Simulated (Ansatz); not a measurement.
InN under a change: N vacancy, symmetric start

Consider a 16-atom supercell of InN in the wurtzite structure (space group P6_3mc, No. 186; a = 3.548 Å, c = 5.724 Å) at its relaxed geometry.

The change: a neutral N vacancy, symmetric start, atoms relaxed at fixed cell.

Method: DFT with r2SCAN, PAW potentials and a 500 eV plane-wave cutoff in Ansatz (a quantum-chemistry and plane-wave program), without spin-orbit coupling, earlier PAW set. k-mesh 6×6×6 (Γ-centred); smearing 0.05 eV (Fermi–Dirac).

The pressure goes from zero to -1.0 GPa and the energy gained by relaxation amounts to 0.06 eV. The largest displacement of a host atom from its site in the perfect cell amounts to 0.11 Å and the mean distance from the defect site to its nearest host atoms falls by 0.06 Å to 2.10 Å.

Final structure:

```
CELL_PARAMETERS angstrom
      7.09609     0.00000     0.00000
     -3.54804     6.14539     0.00000
      3.54804     6.14539     5.72375
ATOMIC_POSITIONS crystal
  In 0.34896 0.18229 0.98438
  In 0.33004 0.66310 0.00384
  In 0.82922 0.16228 0.00384
  In 0.82922 0.66310 0.00384
  In 0.66448 0.82392 0.50580
  In 0.66448 0.33475 0.50580
  In 0.15364 0.82392 0.50580
  In 0.16423 0.33090 0.50244
  N  0.70918 0.04315 0.62289
  N  0.21108 0.54505 0.62289
  N  0.21108 0.04315 0.62289
  N  0.04499 0.20771 0.12365
  N  0.04499 0.71363 0.12365
  N  0.53907 0.20771 0.12365
  N  0.54337 0.71004 0.12330
```

In so small a cell the defect repeats every few ångströms: this is an ordered compound, not a dilute defect. The mesh was chosen for an insulator and is coarse for the gapless case. The defect started on the symmetric site and kept its symmetry, so it may sit on a saddle. The final runs are not spin-polarised. The defect cell is not spin-polarised.
